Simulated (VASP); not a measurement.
B: single point with BLYP

The system is B.

```
B
1.0
     1.69382    0.00000    0.00000
    -0.84691    1.46690    0.00000
     0.00000    0.00000   21.02402
B
4
Cartesian
  -0.8469 1.4669 0.0000
  -0.8469 1.4669 10.5120
  0.0000 0.9779 5.2560
  0.8469 0.4890 15.7680
```

This isn't the form of B at room conditions, which is rhombohedral.

```
Program             : VASP 6.6.1
Task                : single point
Functional          : BLYP
Potentials or basis : VASP PAW PBE potentials, release 64 (B)
Cutoff              : 520 eV
k mesh              : 23 × 23 × 2
Occupations         : fermi-dirac, width 0.1 eV
Spin                : no spin polarisation
```

| Item | Value |
| --- | --- |
| Pressure | 4.2 GPa |
| Band gap on the k mesh | none (metal or under the smearing width) |

Stress tensor (GPa, compression positive):
```
6.21 0.00 0.00
0.00 6.21 0.00
0.00 0.00 0.08
```

Levels at points of the mesh, in eV from the Fermi level:
| k point | band 5 | band 6 | band 7 | band 8 | band 9 | band 10 | band 11 | band 12 |
| --- | --- | --- | --- | --- | --- | --- | --- | --- |
| (0.00, 0.00, 0.00) | -7.97 | -7.89 | -7.89 | -7.81 | 1.44 | 2.24 | 2.24 | 3.88 |
| (0.00, 0.00, 0.50) | -7.95 | -7.95 | -7.83 | -7.83 | 1.65 | 1.65 | 3.14 | 3.14 |

It took 94 s on 1 thread of Intel(R) Xeon(R) Platinum 8488C (Sapphire Rapids) (shared host), peak memory 0.2 GiB.

Caveat: the PAW data sets were made with another functional, which shifts forces and pressure a little; this functional lacks dispersion, which binds the layers, so the pressure and a relaxed spacing across them are unreliable.
